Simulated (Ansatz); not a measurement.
# Eu (sc type): how the settings move a single-point run

Aim: see which settings change the result for Eu (sc type), by how much, and at what cost.

Computed with Ansatz 0.2.0 (reference: DFT, PBE, all-electron LAPW, scalar-relativistic, unless a step's input says otherwise).

2 further runs of the same task are left out: 2 that didn't finish. Runs told in other sessions of the task aren't counted.

## (1) The starting structure

It takes space group Pm-3m (No. 221, cubic). The conventional cell has a = 2.582 Å, b = 2.582 Å, c = 2.582 Å, α = 90.00°, β = 90.00°, γ = 90.00°. Eu (site symmetry m-3m) is surrounded by 6 Eu at 2.58 Å.

As a file:

```
Eu
1.0
     2.58225    0.00000    0.00000
     0.00000    2.58225    0.00000
     0.00000    0.00000    2.58225
Eu
1
Direct
  0.00000 0.00000 0.00000
```

## (2) Reference

Input file input.yaml:

```yaml
crystal:
  lattice:
    - [2.5822522317, 0.0, 0.0]
    - [0.0, 2.5822522317, 0.0]
    - [0.0, 0.0, 2.5822522317]
  atoms:
    - { symbol: Eu, position: [0.0, 0.0, 0.0], spin: 7.0 }
magnetization:
  spin_polarized: true
kpoints:
  mp_grid: { grid: [11, 11, 11] }
  band_path:
    path:
      - [0.0, 0.0, 0.0]
      - [0.0, 0.5, 0.0]
      - [0.5, 0.5, 0.0]
      - [0.0, 0.0, 0.0]
      - [0.5, 0.5, 0.5]
      - [0.0, 0.5, 0.0]
      - [0.5, 0.5, 0.5]
      - [0.5, 0.5, 0.0]
    npoints: 8
scf:
  occupations: { method: fermi_dirac, width: 0.1 }
hamiltonian:
  xc: pbe
  pseudopotentials: { kind: all_electron, lapw: { basis_error: 0.001 } }
output:
  forces: true
  stress: true
  eigenvalues: true
  populations: true
  dos: { projected: true, de: 0.2, e_range: [-14, 8] }
```

Launch:

```
> ansatz run input.yaml --threads 1 --pin off --max-ram 3072MiB --backend cpu --events-out ev --progress --plain --runs-dir out
```

## (3) Changed: occupations.method tetrahedron_uncorrected, width left out

input.yaml, as its differences from that of step 2:

```diff
@@ -23,3 +23,3 @@
 scf:
-  occupations: { method: fermi_dirac, width: 0.1 }
+  occupations: { method: tetrahedron_uncorrected }
 hamiltonian:
@@ -32,2 +32 @@
   populations: true
-  dos: { projected: true, de: 0.2, e_range: [-14, 8] }
```

Before running it: what results should come out? Wanted: for each run, ending; energy change; pressure; abs. moment; force.

As calculated:

```
                                                          run     ending         energy change  pressure (GPa)  abs. moment (μB)  force (eV/Å)  cycles  time
                                                    reference  converged                     0            59.5              6.73          0.00      12  38 s
1: occupations.method tetrahedron_uncorrected, width left out  converged  +93.2 meV/atom (σ→0)            61.6              6.73          0.00      13  36 s
```

Times don't compare one to one where runs were asked for different outputs or read a saved state (see the inputs); cycles may leave out searches for a lower state.

Residual by cycle in the longest SCF loop of each run; runs are numbered as in the table. The quantity is the density residual dr2, in eV.

```
cycle  reference    run 1
    1     0.0148      1.3
    2    0.00641    0.966
    3    0.00108   0.0117
    4     8.3e-4  0.00408
    5     7.1e-4   1.6e-4
    6     1.9e-4   1.1e-4
    8     1.9e-8   1.1e-5
    9     3.8e-8   1.4e-5
   10     5.4e-9   6.1e-6
   11    5.8e-10   2.5e-6
   12    3.7e-10  2.4e-10
   13          -  8.7e-11
```

Changing the smearing moves the energy by +93.2 meV/atom (σ→0 values), and the pressure goes from 59.5 to 61.6 GPa. The structure is not at rest: the sound run finds 60 GPa, so these are no properties of the relaxed crystal. 
